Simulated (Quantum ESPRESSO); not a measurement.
**BN in Quantum ESPRESSO: the effect of functional**

The system is BN.

```
CELL_PARAMETERS angstrom
2.55394 0.00000 0.00000
-1.27697 2.21178 0.00000
0.00000 0.00000 4.22685
ATOMIC_POSITIONS crystal
N 0.33333 0.66667 0.12528
N 0.66667 0.33333 0.62528
B 0.33333 0.66667 0.49972
B 0.66667 0.33333 0.99972
```

Measurements of this composition are mostly on another form, of space group No. 194.

Alike in all runs:

```yaml
Program: Quantum ESPRESSO 7.5
Task: phonons
Cutoff: 1143 eV
Density_cutoff: 4572 eV
k_mesh: 6 × 6 × 2, shifted
Occupations: fermi-dirac, width 0.05 eV
Spin: no spin polarisation
```

Each run relaxes the cell or the atoms first.

```tsv
functional	potentials or basis	relaxed volume (Å³/atom)	dielectric constant (mean)
LDA	PseudoDojo 0.4.1 SR LDA standard	?	?
PBE	PseudoDojo 0.4.1 SR PBE standard	5.96	4.61
PW91	PseudoDojo 0.4.1 SR PBE standard	5.97	4.61
RPBE	PseudoDojo 0.4.1 SR PBE standard	5.99	4.60
AM05	PseudoDojo 0.4.1 SR PBE standard	5.87	4.65
vdW-DF-cx	PseudoDojo 0.4.1 SR PBE standard	5.92	4.63
```

**Question.** What does the run with functional LDA give?

**Answer.** Relaxed volume 5.76 Å³/atom; dielectric constant 4.57 mean.

Caveats: all runs use coarse meshes; the potentials were made for another functional, which shifts forces and pressure (some runs); the acoustic modes lie far from zero, so the frequencies are unreliable (some runs).
